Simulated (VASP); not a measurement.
Input of a VASP 6.6.1 run:

Contents of INCAR:

```
SYSTEM = WS2
ALGO = Normal ; EDIFF = 1E-7
EDIFFG = -0.002 ; ENCUT = 520
GGA = PS ; IBRION = 2
ISIF = 3 ; ISMEAR = 0
IVDW = 12 ; KPAR = 4
LASPH = .TRUE. ; LCHARG = .FALSE.
LREAL = .FALSE. ; LWAVE = .FALSE.
NELM = 100 ; NSW = 80
PREC = Accurate ; SIGMA = 0.02
```

File KPOINTS:

```
k-points
0
G
  9 9 9
  0 0 0
```

POSCAR

```
WS2
1.0
    1.5790000000      0.9116360800      6.1633333300
   -1.5790000000      0.9116360800      6.1633333300
    0.0000000000     -1.8232721500      6.1633333300
W S
1 2
Direct
    0.0000000000      0.0000000000      0.0000000000
    0.2497000000      0.2497000000      0.2497000000
    0.4190000000      0.4190000000      0.4190000000
```

Potentials or basis: VASP PAW PBE potentials, release 64 (W_sv, S).

Launch:

```sh
$ cat potpaw_PBE.64/W_sv/POTCAR potpaw_PBE.64/S/POTCAR > POTCAR
$ mpirun -np 4 vasp_std > vasp.out
```

Question: Predict the dispersion energy per atom.

Answer: -0.418 eV.

Question: Predict the space group after relaxing (to 0.05 Å).

Answer: R3m (No. 160).

Question: What does it give for the relaxed cell?

Answer: a = 6.116 Å, b = 6.116 Å, c = 6.116 Å, α = 29.57°, β = 29.57°, γ = 29.57°.

Step by step:
```tsv
step	energy change (eV)	largest force (eV/Å)	pressure (GPa)	volume (Å³)
1	0.0000	0.6022	-4.09	53.23
2	0.0441	1.7134	8.44	49.82
3	-0.0223	0.4499	0.11	51.94
4	-0.0297	0.2908	-0.74	51.60
5	-0.0297	0.2722	-0.70	51.62
6	-0.0368	0.0810	-0.08	50.98
7	-0.0390	0.2499	0.48	50.43
8	-0.0445	0.2105	0.41	50.18
9	-0.0546	0.0941	0.31	49.42
10	-0.0555	0.0411	0.32	49.07
11	-0.0555	0.0499	0.32	49.13
12	-0.0557	0.0419	-0.17	49.32
13	-0.0557	0.0300	-0.07	49.28
14	-0.0557	0.0131	0.05	49.29
15	-0.0557	0.0121	0.04	49.29
16	-0.0557	0.0033	-0.01	49.31
17	-0.0557	0.0005	-0.01	49.30
```

Caveat: the PAW data sets were made with another functional, which shifts forces and pressure a little.
